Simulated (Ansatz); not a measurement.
## CdTe: modes against the lattice constant

These are results of DFT r2SCAN+D3(BJ), scalar-relativistic, plane waves, PAW (Ansatz), not measurements. Cutoff 500 eV, 12×12×12 k-points (Γ-centred), Fermi-Dirac smearing of 0.15 eV. No spin polarisation. Phonons by linear response, acoustic sum rule imposed.

The cell is fixed (symmetry leaves no force on the atoms) and stands under 1.9 GPa:
```
Cd Te
1.0
     3.69960    0.00000    0.00000
     0.00000    3.69960    0.00000
     0.00000    0.00000    3.69960
Cd Te
1 1
Direct
  0.00000 0.00000 0.00000
  0.50000 0.50000 0.50000
```

The cell is the ideal cubic caesium chloride prototype; this isn't the usual structure of the compound. In a metal, frequencies and elastic constants depend on the k mesh and the smearing, soft modes and shear constants most.

Question: How do the optical zone-centre modes (counted from the lowest optical one, degenerate ones once; i marks imaginary ones) of this metal change over a = 3.700 and 3.763 Å?

Answer:
| a (Å) | 3.700 | 3.763 |
| --- | --- | --- |
| pressure (GPa) | 1.9 | -0.9 |
| mode 1 (cm⁻¹) | 60 | 38 |

Cost: 2 runs of about 17 core-minutes in all, on Arm Neoverse N1 (shared hosts).